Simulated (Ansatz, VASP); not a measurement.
## SiC2: VASP beside Ansatz

```
CELL_PARAMETERS angstrom
2.46491 0.00000 0.00000
-1.23245 2.13467 0.00000
0.00000 0.00000 7.12745
ATOMIC_POSITIONS crystal
Si 0.00000 0.00000 0.00000
C 0.33333 0.66667 0.50000
C 0.66667 0.33333 0.50000
```

Alike in both runs: functional PBE; dispersion D3(BJ); k mesh 24 × 24 × 8; occupations gaussian, width 0.1 eV; no spin polarisation.

Ansatz relaxed the structure, and its values are those at the end. VASP's run is a single point on that final structure, the one shown.

|  | VASP | Ansatz |
| --- | --- | --- |
| version | VASP 6.6.1 | Ansatz 0.2.0 |
| potentials or method | VASP PAW PBE potentials, release 64 (Si, C) | scalar-relativistic, plane waves, PAW |
| plane-wave cutoff (eV) | 520 | 420 |
| valence electrons in the cell | 12 | 12 |

```csv
,VASP,Ansatz,Ansatz less VASP
gap on the k mesh at the Fermi level (eV),none,none,-
pressure (GPa),0.2,0.0,-0.18
```

A gap of «none» marks a metal or a gap that the smearing closes.
